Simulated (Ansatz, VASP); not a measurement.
# Ca: VASP beside Ansatz

File INCAR:

```
SYSTEM = Ca
PREC = Accurate
ENCUT = 520
EDIFF = 1E-7
ISMEAR = 0
SIGMA = 0.1
LREAL = .False.
LASPH = .True.
NELM = 100
ALGO = Normal
ISIF = 2
LWAVE = .False.
LCHARG = .False.
GGA = PS
NBANDS = 11
```

Contents of KPOINTS:

```
regular mesh
0
Gamma
  6 6 6
  0 0 0
```

The input POSCAR:

```
Ca
1.0
   -2.2400000000      2.2400000000      2.2400000000
    2.2400000000     -2.2400000000      2.2400000000
    2.2400000000      2.2400000000     -2.2400000000
Ca
1
Direct
    0.0000000000      0.0000000000      0.0000000000
```

Input for Ansatz:

```yaml
crystal:
  lattice:
    - [-2.24, 2.24, 2.24]
    - [2.24, -2.24, 2.24]
    - [2.24, 2.24, -2.24]
  atoms:
    - { symbol: Ca, position: [0.0, 0.0, 0.0] }
basis:
  ecutwfc: 420
kpoints:
  mp_grid: { grid: [6, 6, 6] }
hamiltonian:
  xc: pbesol
scf:
  occupations: { method: gaussian, width: 0.1 }
output:
  forces: true
  stress: true
  eigenvalues: true
```

This isn't the form of Ca at room conditions, which is fcc.

Alike in both runs: task single point; functional PBEsol; k mesh 6 × 6 × 6; occupations gaussian, width 0.1 eV; no spin polarisation.

|  | VASP | Ansatz |
| --- | --- | --- |
| version | VASP 6.6.1 | Ansatz 0.2.0 |
| potentials or method | VASP PAW PBE potentials, release 64 (Ca_sv) | scalar-relativistic, plane waves, PAW |
| plane-wave cutoff (eV) | 520 | 420 |
| valence electrons in the cell | 10 | 10 |

|  | VASP | Ansatz | Ansatz less VASP |
| --- | --- | --- | --- |
| gap on the k mesh at the Fermi level (eV) | none | none | - |
| pressure (GPa) | -1.5 | -1.5 | -0.01 |

A gap of «none» marks a metal or a gap that the smearing closes.

Caveats: the PAW data sets were made with another functional, which shifts forces and pressure a little (VASP).
